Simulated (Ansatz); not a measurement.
# GaN (model cell, started as NiAs type): a soft mode frozen in, part 2 of 3

Aim: this structure of GaN (model cell, started as NiAs type) is to be tested for unstable modes, and one is followed downhill.

Ansatz 0.2.0; DFT PBEsol, scalar-relativistic, plane waves, PAW; PAW set soft_1.

So far, highest frequency on the path or at a solved wavevector (cm⁻¹): step 2 (phonons on a q mesh) 630. Also lowest frequency on the path (cm⁻¹): step 2 -19.7.

The structure was built from a prototype and need not be the compound's stable phase.

### Step 6. Relaxing from the distorted cell

Starting from the lowest point found, all atoms and the cell are let go, so that strain and other modes of the same symmetry can join in.

Contents of input.yaml:

```yaml
crystal:
  lattice:
    - [2.9690603486, 0.0, 0.0]
    - [-1.4845301743, 2.5712816873, 0.0]
    - [0.0, 0.0, 5.0411260807]
  atoms:
    - { symbol: Ga, position: [0.0269445517, 0.0, 0.0] }
    - { symbol: Ga, position: [-0.0269445517, 0.0, 0.5] }
    - { symbol: "N", position: [0.3333333333, 0.6666666667, 0.25] }
    - { symbol: "N", position: [0.6666666667, 0.3333333333, 0.75] }
kpoints:
  mp_grid: { grid: [12, 12, 8] }
hamiltonian:
  xc: pbesol
  pseudopotentials: { kind: paw, azcp: { folder: soft_1 }, xc_functional: pbe }
scf:
  occupations: { method: fixed }
output:
  forces: true
  stress: true
  eigenvalues: true
relax:
  adjacent_minimum: "off"
  f_tol: 0.002
  max_steps: 120
  cell: { stress_tol: 0.03 }
```

Run with:

```console
> ansatz run input.yaml --threads 4 --pin off --max-ram 10240MiB --backend cpu --events-out ev --progress --plain --runs-dir out
```

Numbers of over 12 decimals in the logs are rounded to 6 here.

What it wrote:

```text
[...]
Crystal: 4 atoms, lattice volume = 38.485 Å³
Basis set: ecut = 420 eV, 737 PW (Γ), exchange–correlation on 40×40×72 points (8 copies of the dense FFT grid, shifted against one another)
Bands: 22, of which v1, the nominal top of the filled ones, is band 18 counted from 1 (17 counted from 0)
Symmetry: 4 space group operations
[...]
k-points: 215 of 1152 (time reversal used)
[...]
SCF iter   1: F=—  HF=-8244.206186 eV  |F-HF|=—  |Δ(HF+E_count)|=         —  Δρ=1.07e-1  dr2=2.86e0  ethr=3.10e-3  ⟨swp⟩=4.0  Hψ=16590  notcnv=0  defer=92
[...]
SCF iter   8: F=-8243.435735 eV  HF=-8243.435735 eV  |F-HF|=1.09e-11  |Δ(HF+E_count)|=   8.35e-9  Δρ=7.63e-7  dr2=1.04e-10  ethr=1.55e-10  ⟨swp⟩=2.0  Hψ=16522  notcnv=0
SCF 1 converged in 8 iterations: F = -8243.435735 eV  dr2 = 1.04e-10
[...]
relax step   1: F+E_penalty+E_count = -8243.43573541 eV  Δ(F+E_penalty+E_count) = +0.000e0 eV  max|allowed force component| = 6.001e-2 eV/Å  Δτ_max = 0.0000 Å  P = +0.495 GPa  Ω = 38.485 Å³  (8 SCF iters, dr2 threshold 1.00e-7 eV, accepted)
Crystal: 4 atoms, lattice volume = 38.552 Å³
[...]
iter 1 solved again at ethr=1.74e-7 eV; its pass at ethr=3.10e-3 eV (dr2=6.27e-5 eV) is discarded
[...]
SCF iter   4: F=-8243.436032 eV  HF=-8243.436032 eV  |F-HF|=1.37e-7  |Δ(HF+E_count)|=   1.60e-7  Δρ=3.65e-5  dr2=2.00e-7  ethr=1.11e-9  ⟨swp⟩=6.2  Hψ=22306  notcnv=0
SCF 2 converged in 4 iterations: F = -8243.436032 eV  dr2 = 2.00e-7
relax step   2: F+E_penalty+E_count = -8243.43603150 eV  Δ(F+E_penalty+E_count) = -2.961e-4 eV  max|allowed force component| = 5.321e-2 eV/Å  Δτ_max = 0.0013 Å  P = +0.160 GPa  Ω = 38.552 Å³  energy of the carried Pulay correction = -1.376e-4 eV  (4 SCF iters, dr2 threshold 4.00e-7 eV, accepted)
Crystal: 4 atoms, lattice volume = 38.584 Å³
Basis set: ecut = 420 eV, 741 PW (Γ), exchange–correlation on 40×40×72 points (8 copies of the dense FFT grid, shifted against one another)
[...]
SCF iter   4: F=-8243.436381 eV  HF=-8243.436381 eV  |F-HF|=3.15e-8  |Δ(HF+E_count)|=   7.04e-7  Δρ=1.83e-5  dr2=6.68e-8  ethr=1.11e-9  ⟨swp⟩=5.2  Hψ=23323  notcnv=0
SCF 3 converged in 4 iterations: F = -8243.436381 eV  dr2 = 6.68e-8
relax step   3: F+E_penalty+E_count = -8243.43638078 eV  Δ(F+E_penalty+E_count) = -3.493e-4 eV  max|allowed force component| = 3.253e-2 eV/Å  Δτ_max = 0.0032 Å  P = -0.013 GPa  Ω = 38.584 Å³  energy of the carried Pulay correction = -2.028e-4 eV  (4 SCF iters, dr2 threshold 4.00e-7 eV, accepted)
[... from here on, the SCF cycles and remarks between the steps are left out ...]
relax step   4: F+E_penalty+E_count = -8243.43783224 eV  Δ(F+E_penalty+E_count) = -1.451e-3 eV  max|allowed force component| = 3.588e-2 eV/Å  Δτ_max = 0.0206 Å  P = +0.019 GPa  Ω = 38.630 Å³  energy of the carried Pulay correction = -2.973e-4 eV  (5 SCF iters, dr2 threshold 3.43e-7 eV, accepted)
relax step   5: F+E_penalty+E_count = -8243.44037968 eV  Δ(F+E_penalty+E_count) = -2.547e-3 eV  max|allowed force component| = 9.575e-2 eV/Å  Δτ_max = 0.0260 Å  P = -0.065 GPa  Ω = 38.745 Å³  energy of the carried Pulay correction = -5.329e-4 eV  (7 SCF iters, dr2 threshold 8.05e-8 eV, accepted)
relax step   6: F+E_penalty+E_count = -8243.44150744 eV  Δ(F+E_penalty+E_count) = -1.128e-3 eV  max|allowed force component| = 8.961e-2 eV/Å  Δτ_max = 0.0056 Å  P = -0.046 GPa  Ω = 38.756 Å³  energy of the carried Pulay correction = -5.562e-4 eV  (5 SCF iters, dr2 threshold 4.00e-7 eV, accepted)
relax step   7: F+E_penalty+E_count = -8243.45318936 eV  Δ(F+E_penalty+E_count) = -1.168e-2 eV  max|allowed force component| = 1.989e-1 eV/Å  Δτ_max = 0.0740 Å  P = +0.814 GPa  Ω = 38.925 Å³  energy of the carried Pulay correction = -9.012e-4 eV  (7 SCF iters, dr2 threshold 4.00e-7 eV, accepted)
relax step   8: F+E_penalty+E_count = -8243.49476570 eV  Δ(F+E_penalty+E_count) = -4.158e-2 eV  max|allowed force component| = 9.917e-1 eV/Å  Δτ_max = 0.1953 Å  P = +5.131 GPa  Ω = 39.583 Å³  energy of the carried Pulay correction = -2.232e-3 eV  (7 SCF iters, dr2 threshold 4.00e-7 eV, accepted)
relax step   9: F+E_penalty+E_count = -8243.69360839 eV  Δ(F+E_penalty+E_count) = -1.988e-1 eV  max|allowed force component| = 1.766e0 eV/Å  Δτ_max = 0.1941 Å  P = +7.949 GPa  Ω = 40.774 Å³  energy of the carried Pulay correction = -4.584e-3 eV  (7 SCF iters, dr2 threshold 4.00e-7 eV, accepted)
relax step  10: F+E_penalty+E_count = -8243.67263679 eV  Δ(F+E_penalty+E_count) = +2.097e-2 eV  max|allowed force component| = 4.546e-1 eV/Å  Δτ_max = 0.1958 Å  P = +2.043 GPa  Ω = 40.092 Å³  energy of the carried Pulay correction = -3.246e-3 eV  (7 SCF iters, dr2 threshold 4.00e-7 eV, rejected (line search))
relax step  11: F+E_penalty+E_count = -8244.02998921 eV  Δ(F+E_penalty+E_count) = -3.364e-1 eV  max|allowed force component| = 1.106e0 eV/Å  Δτ_max = 0.0718 Å  P = +2.708 GPa  Ω = 41.487 Å³  energy of the carried Pulay correction = -5.959e-3 eV  (10 SCF iters, accepted)
relax step  12: F+E_penalty+E_count = -8244.27331705 eV  Δ(F+E_penalty+E_count) = -2.433e-1 eV  max|allowed force component| = 1.011e0 eV/Å  Δτ_max = 0.0530 Å  P = +3.382 GPa  Ω = 41.753 Å³  energy of the carried Pulay correction = -6.464e-3 eV  (7 SCF iters, dr2 threshold 4.00e-7 eV, accepted)
relax step  13: F+E_penalty+E_count = -8244.56860393 eV  Δ(F+E_penalty+E_count) = -2.953e-1 eV  max|allowed force component| = 4.684e-1 eV/Å  Δτ_max = 0.0714 Å  P = +3.831 GPa  Ω = 42.025 Å³  energy of the carried Pulay correction = -6.979e-3 eV  (6 SCF iters, dr2 threshold 4.00e-7 eV, accepted)
relax step  14: F+E_penalty+E_count = -8244.79932568 eV  Δ(F+E_penalty+E_count) = -2.307e-1 eV  max|allowed force component| = 3.122e-1 eV/Å  Δτ_max = 0.0360 Å  P = +2.736 GPa  Ω = 42.661 Å³  energy of the carried Pulay correction = -8.169e-3 eV  (7 SCF iters, dr2 threshold 4.00e-7 eV, accepted)
relax step  15: F+E_penalty+E_count = -8244.93787051 eV  Δ(F+E_penalty+E_count) = -1.385e-1 eV  max|allowed force component| = 8.894e-2 eV/Å  Δτ_max = 0.0378 Å  P = +1.131 GPa  Ω = 43.159 Å³  energy of the carried Pulay correction = -9.087e-3 eV  (7 SCF iters, dr2 threshold 4.00e-7 eV, accepted)
relax step  16: F+E_penalty+E_count = -8244.97484801 eV  Δ(F+E_penalty+E_count) = -3.698e-2 eV  max|allowed force component| = 1.185e-2 eV/Å  Δτ_max = 0.0087 Å  P = -0.784 GPa  Ω = 43.447 Å³  energy of the carried Pulay correction = -9.614e-3 eV  (6 SCF iters, dr2 threshold 4.00e-7 eV, accepted)
relax step  17: F+E_penalty+E_count = -8244.97614912 eV  Δ(F+E_penalty+E_count) = -1.301e-3 eV  max|allowed force component| = 4.578e-4 eV/Å  Δτ_max = 0.0013 Å  P = +0.277 GPa  Ω = 43.279 Å³  energy of the carried Pulay correction = -9.307e-3 eV  (5 SCF iters, dr2 threshold 4.00e-7 eV, accepted)
relax step  18: F+E_penalty+E_count = -8244.97610474 eV  Δ(F+E_penalty+E_count) = +4.438e-5 eV  max|allowed force component| = 3.973e-4 eV/Å  Δτ_max = 0.0000 Å  P = +0.009 GPa  Ω = 43.326 Å³  energy of the carried Pulay correction = -9.394e-3 eV  (4 SCF iters, dr2 threshold 2.10e-7 eV, accepted)
relax step  19: F+E_penalty+E_count = -8245.26341425 eV  Δ(F+E_penalty+E_count) = -2.873e-1 eV  max|allowed force component| = 4.015e-4 eV/Å  Δτ_max = 0.0000 Å  P = +6.277 GPa  Ω = 43.326 Å³  stress off target by 1.66e1 GPa  SCF on the basis re-selected at this cell (its energy is not comparable with the rows above)  (10 SCF iters)
relax step  20: F+E_penalty+E_count = -8245.41282396 eV  Δ(F+E_penalty+E_count) = -1.494e-1 eV  max|allowed force component| = 1.327e-3 eV/Å  Δτ_max = 0.0001 Å  P = +5.109 GPa  Ω = 43.875 Å³  energy of the carried Pulay correction = -1.190e-3 eV  (6 SCF iters, dr2 threshold 4.00e-7 eV, accepted)
relax step  21: F+E_penalty+E_count = -8245.52798597 eV  Δ(F+E_penalty+E_count) = -1.152e-1 eV  max|allowed force component| = 1.746e-3 eV/Å  Δτ_max = 0.0001 Å  P = +2.458 GPa  Ω = 44.636 Å³  energy of the carried Pulay correction = -2.758e-3 eV  (6 SCF iters, dr2 threshold 4.00e-7 eV, accepted)
relax step  22: F+E_penalty+E_count = -8245.60460091 eV  Δ(F+E_penalty+E_count) = -7.661e-2 eV  max|allowed force component| = 9.667e-4 eV/Å  Δτ_max = 0.0002 Å  P = +1.230 GPa  Ω = 45.014 Å³  energy of the carried Pulay correction = -3.608e-3 eV  (6 SCF iters, dr2 threshold 4.00e-7 eV, accepted)
relax step  23: F+E_penalty+E_count = -8245.63472489 eV  Δ(F+E_penalty+E_count) = -3.012e-2 eV  max|allowed force component| = 9.357e-5 eV/Å  Δτ_max = 0.0001 Å  P = -0.129 GPa  Ω = 45.306 Å³  energy of the carried Pulay correction = -4.302e-3 eV  (6 SCF iters, dr2 threshold 4.00e-7 eV, accepted)
relax step  24: F+E_penalty+E_count = -8245.63484058 eV  Δ(F+E_penalty+E_count) = -1.157e-4 eV  max|allowed force component| = 1.946e-4 eV/Å  Δτ_max = 0.0000 Å  P = -0.017 GPa  Ω = 45.277 Å³  energy of the carried Pulay correction = -4.255e-3 eV  (4 SCF iters, dr2 threshold 1.27e-7 eV, accepted)
relax step  25: F+E_penalty+E_count = -8245.67122901 eV  Δ(F+E_penalty+E_count) = -3.639e-2 eV  max|allowed force component| = 1.946e-4 eV/Å  Δτ_max = 0.0000 Å  P = +0.950 GPa  Ω = 45.277 Å³  stress off target by 2.56e0 GPa  SCF on the basis re-selected at this cell (its energy is not comparable with the rows above)  (8 SCF iters)
relax step  26: F+E_penalty+E_count = -8245.67607920 eV  Δ(F+E_penalty+E_count) = -4.850e-3 eV  max|allowed force component| = 5.573e-4 eV/Å  Δτ_max = 0.0001 Å  P = +0.041 GPa  Ω = 45.500 Å³  energy of the carried Pulay correction = -4.336e-4 eV  (5 SCF iters, dr2 threshold 4.00e-7 eV, accepted)
relax step  27: F+E_penalty+E_count = -8245.67614240 eV  Δ(F+E_penalty+E_count) = -6.320e-5 eV  max|allowed force component| = 6.101e-4 eV/Å  Δτ_max = 0.0002 Å  P = +0.005 GPa  Ω = 45.509 Å³  energy of the carried Pulay correction = -4.511e-4 eV  (4 SCF iters, dr2 threshold 1.64e-7 eV, accepted)
relax step  28: F+E_penalty+E_count = -8245.67671671 eV  Δ(F+E_penalty+E_count) = -5.743e-4 eV  max|allowed force component| = 6.081e-4 eV/Å  Δτ_max = 0.0000 Å  P = +0.010 GPa  Ω = 45.509 Å³  stress off target by 5.10e-2 GPa  SCF on the basis re-selected at this cell (its energy is not comparable with the rows above)  (6 SCF iters)
relax step  29: F+E_penalty+E_count = -8245.67671541 eV  Δ(F+E_penalty+E_count) = +1.301e-6 eV  max|allowed force component| = 1.259e-5 eV/Å  Δτ_max = 0.0001 Å  P = +0.000 GPa  Ω = 45.511 Å³  energy of the carried Pulay correction = -4.324e-6 eV  (4 SCF iters, dr2 threshold 6.51e-9 eV, accepted)
relax step  30: F+E_penalty+E_count = -8245.67671518 eV  Δ(F+E_penalty+E_count) = +2.233e-7 eV  max|allowed force component| = 1.966e-5 eV/Å  Δτ_max = 0.0000 Å  P = +0.000 GPa  Ω = 45.511 Å³  energy of the carried Pulay correction = -4.549e-6 eV  (4 SCF iters, accepted)
[...]
SCF iter   1: F=—  HF=-8245.676716 eV  |F-HF|=—  |Δ(HF+E_count)|=         —  Δρ=1.16e-6  dr2=6.18e-11  ethr=2.20e-8  ⟨swp⟩=3.0  Hψ=30879  notcnv=0  defer=327
eigensolver tolerance schedule: the retry pair's looser diagonalisation over-reported the residual by 128378.01 of it (diagonalisation noise at 10.36 of the residual, at the tolerance the schedule requests for it); recorded, not acted on — ethr = c·dr2/N_el stays at c = 1.0e-1
SCF iter   2: F=—  HF=-8245.676722 eV  |F-HF|=—  |Δ(HF+E_count)|=   5.09e-6  Δρ=6.79e-7  dr2=3.10e-11  ethr=1.00e-12  ⟨swp⟩=2.5  Hψ=8781  notcnv=0  defer=32
[...]
SCF iter   4: F=-8245.676722 eV  HF=-8245.676722 eV  |F-HF|=1.82e-12  |Δ(HF+E_count)|=  5.46e-12  Δρ=4.03e-8  dr2=1.45e-13  ethr=1.00e-12  ⟨swp⟩=5.0  Hψ=18940  notcnv=0
SCF 31 converged in 4 iterations: F = -8245.676722 eV  dr2 = 1.45e-13
relax step  31: F+E_penalty+E_count = -8245.67672151 eV  Δ(F+E_penalty+E_count) = -6.326e-6 eV  max|allowed force component| = 1.931e-5 eV/Å  Δτ_max = 0.0000 Å  P = -0.000 GPa  Ω = 45.511 Å³  stress off target by 1.14e-3 GPa  SCF on the basis re-selected at this cell (its energy is not comparable with the rows above)  (4 SCF iters)
[...]
SCF converged after 4 iterations
Free energy (F): -8245.676722 eV
[...]
Internal energy: -8245.676722 eV  (E = F + TS)
E sigma→0 (E₀):  -8245.676722 eV
Fermi energy:    9.585624 eV
[...]
--- Forces (eV/Å), atoms counted from 1 ---
  atom   1  Ga     0.00001931     0.00000000     0.00000000
  atom   2  Ga    -0.00001931     0.00000000     0.00000000
  atom   3  N     -0.00000000    -0.00001818     0.00000000
  atom   4  N     -0.00000000     0.00001818     0.00000000
  max |Σ_I F_I| component: 1.67e-16 eV/Å
--- Stress (GPa, compression-positive) ---
        0.001143       0.000000       0.000000
        0.000000      -0.000433       0.000000
        0.000000       0.000000      -0.000713
  P = ⅓ Tr σ = -0.0000 GPa (-0.000 kbar)
--- Band table (eV; the first three rows and the last of 215) ---
  k-point 0: bands = [... 14 lower, 6.8341, 9.5856, 9.5856, 9.5856, 11.2896, 12.8084, 16.1779, 19.8305]
  k-point 1: bands = [... 14 lower, 6.9218, 9.0390, 9.4551, 9.4551, 11.8533, 12.9573, 16.2368, 19.4648]
  k-point 2: bands = [... 14 lower, 7.1767, 8.0945, 9.0990, 9.0991, 12.8100, 13.3677, 16.3889, 18.6166]
  k-point 214: bands = [... 14 lower, 6.2555, 6.2555, 8.5389, 8.5389, 16.0407, 16.0407, 16.9993, 16.9993]
--- Relaxed structure (27 steps of the walk, 26 accepted, 4 SCFs on fresh bases) ---
  F+E_penalty+E_count = -8245.67672151 eV   max|allowed force component| = 1.931e-5 eV/Å   (the final SCF, on the basis selected at the relaxed cell)
  cell:  # Å, volume = 45.5111 Å³
    - [4.498269, 0.0, 0.0]
    - [-2.249135, 2.249163, 0.0]
    - [0.0, 0.0, 4.498324]
  atoms:
    - { symbol: Ga, position: [0.249999, 0, 0] }
    - { symbol: Ga, position: [-0.249999, 0, 0.500000] }
    - { symbol: N, position: [0.250001, 0.500001, 0.250000] }
    - { symbol: N, position: [0.749999, 0.499999, 0.750000] }
```

Run time: 1.8 min. Hardware: 4 threads of AMD EPYC 7R13 (Zen 3), shared host; peak memory 0.61 GiB.

The steps of the relaxation (22 of 31):

| step | energy less that of the first step (eV) | largest force component (eV/Å) | pressure (GPa) | volume (Å³) |
| --- | --- | --- | --- | --- |
| 1 | 0.0000 | 0.0600 | 0.50 | 38.49 |
| 2 | -0.0003 | 0.0532 | 0.16 | 38.55 |
| 4 | -0.0021 | 0.0359 | 0.02 | 38.63 |
| 5 | -0.0046 | 0.0958 | -0.07 | 38.74 |
| 7 | -0.0175 | 0.1989 | 0.81 | 38.92 |
| 8 | -0.0590 | 0.9917 | 5.13 | 39.58 |
| 10 | -0.2369 | 0.4546 | 2.04 | 40.09 |
| 11 | -0.5943 | 1.1061 | 2.71 | 41.49 |
| 12 | -0.8376 | 1.0111 | 3.38 | 41.75 |
| 14 | -1.3636 | 0.3122 | 2.74 | 42.66 |
| 15 | -1.5021 | 0.0889 | 1.13 | 43.16 |
| 17 | -1.5404 | 0.0005 | 0.28 | 43.28 |
| 18 | -1.5404 | 0.0004 | 0.01 | 43.33 |
| 20 | -1.9771 | 0.0013 | 5.11 | 43.88 |
| 21 | -2.0923 | 0.0017 | 2.46 | 44.64 |
| 22 | -2.1689 | 0.0010 | 1.23 | 45.01 |
| 24 | -2.1991 | 0.0002 | -0.02 | 45.28 |
| 25* | -2.2355 | 0.0002 | 0.95 | 45.28 |
| 27 | -2.2404 | 0.0006 | 0.00 | 45.51 |
| 28* | -2.2410 | 0.0006 | 0.01 | 45.51 |
| 30 | -2.2410 | 0.0000 | 0.00 | 45.51 |
| 31* | -2.2410 | 0.0000 | 0.00 | 45.51 |

Relaxation steps marked * repeat the geometry before them on a plane-wave basis chosen anew for their cell, so energy and pressure can jump there. Other such steps can lie between the rows shown. Relaxation step 10 was tried and not accepted.

Forces are held to the 4 operations that the run works with; a distortion that breaks them can't arise in this run.

| cell as run | before | after | change |
| --- | --- | --- | --- |
| a (Å) | 2.969 | 4.498 | +51.5 % |
| b (Å) | 2.969 | 3.181 | +7.1 % |
| c (Å) | 5.041 | 4.498 | -10.8 % |
| γ (°) | 120.00 | 135.00 | +12.5 % |
| volume (Å³/atom) | 9.62 | 11.38 | +18.3 % |

The atoms that moved most (Å, as changes of fractional coordinates times the final cell):

| atom | dx | dy | dz | length |
| --- | --- | --- | --- | --- |
| Ga1 | 1.003 | 0.000 | 0.000 | 1.003 |
| Ga2 | -1.003 | 0.000 | 0.000 | 1.003 |
| N4 | 0.000 | 0.375 | 0.000 | 0.375 |
| N3 | 0.000 | -0.375 | 0.000 | 0.375 |

The relaxed structure:

```xyz
4
Lattice="4.4983 0.0000 0.0000 -2.2491 2.2492 0.0000 0.0000 0.0000 4.4983" Properties=species:S:1:pos:R:3 pbc="T T T"
Ga    1.1246    0.0000    0.0000
Ga   -1.1246    0.0000    2.2492
N     0.0000    1.1246    1.1246
N     2.2491    1.1246    3.3737
```

Numbers from this step:

- pressure: -1.13e-6 GPa
- gap on the k-mesh: 1.704 eV
- volume per atom: 11.38 Å³

The distorted start has space group C222_1; the relaxation ends in F-43m.

### Step 7. The new phase in its own primitive cell

The relaxed structure is symmetrised, reduced to its primitive cell and relaxed tightly, as its phonons need.

System of this step: GaN (model cell, started as NiAs type). It takes space group F-43m (No. 216, cubic). Conventional cell: a = 4.498 Å, b = 4.498 Å, c = 4.498 Å, α = 90.00°, β = 90.00°, γ = 90.00°. Nearest to Ga lie 4 N at 1.95 Å. Nearest to N lie 4 Ga at 1.95 Å. Farther neighbours and most contacts between anions are not listed.

input.yaml, the sections that differ from step 6:

```yaml
crystal:
  lattice:
    - [0.0, 2.2491534043, 2.2491534043]
    - [2.2491534043, 0.0, 2.2491534043]
    - [2.2491534043, 2.2491534043, 0.0]
  atoms:
    - { symbol: Ga, position: [0.5, 0.5, 0.5] }
    - { symbol: "N", position: [0.25, 0.25, 0.25] }
kpoints:
  mp_grid: { grid: [12, 12, 12] }
relax:
  adjacent_minimum: "off"
  f_tol: 0.001
  max_steps: 60
  cell: { stress_tol: 0.01 }
# hamiltonian, scf, output: as in step 6
```

What it wrote:

```text
[...]
Crystal: 2 atoms, lattice volume = 22.756 Å³
Basis set: ecut = 420 eV, 459 PW (Γ), exchange–correlation on 48×48×48 points (8 copies of the dense FFT grid, shifted against one another)
Bands: 13, of which v1, the nominal top of the filled ones, is band 9 counted from 1 (8 counted from 0)
Symmetry: 24 space group operations
[...]
k-points: 72 of 1728 (time reversal used)
[...]
k-point 71: bands = [... 5 lower, -1.5555, 3.8221, 5.8169, 5.8642, 15.7110, 17.9959, 19.8005, 20.5428]
--- Relaxed structure (1 steps of the walk, 1 accepted, 1 SCFs on fresh bases) ---
[...]
cell:  # Å, volume = 22.7555 Å³
    - [0.0, 2.2491534043, 2.2491534043]
    - [2.2491534043, 0.0, 2.2491534043]
    - [2.2491534043, 2.2491534043, 0.0]
  atoms:
    - { symbol: Ga, position: [0.5, 0.5, 0.5] }
    - { symbol: N, position: [0.25, 0.25, 0.25] }
[key lines of the parts left out:]
SCF converged after 6 iterations
Free energy (F): -4122.838340 eV
Fermi energy:    9.585605 eV
P = ⅓ Tr σ = -0.0008 GPa (-0.008 kbar)
```

It took 1.3 s on 4 threads; peak memory 0.38 GiB.

Little changed from the start: no atom moved by 0.005 Å and no cell edge by 0.1 %.

This step gave:

- pressure: -8.14e-4 GPa
- direct gap on mesh: 1.704 eV

The forces vanish by symmetry and the pressure is -0.001 GPa, within the tolerances set. The cell now holds 11.38 Å³/atom.

(Continued in part 3 of 3.)

[Logs are printed without paths, hosts, clocks, repeated set-up lines and the standing remarks that a program may print on its own settings, such as how far it seeks lower states.]

[Hosts, paths, dates, database ids (printed as entryN), source tags and the programs' standing remarks are cut or masked in the printed files.]
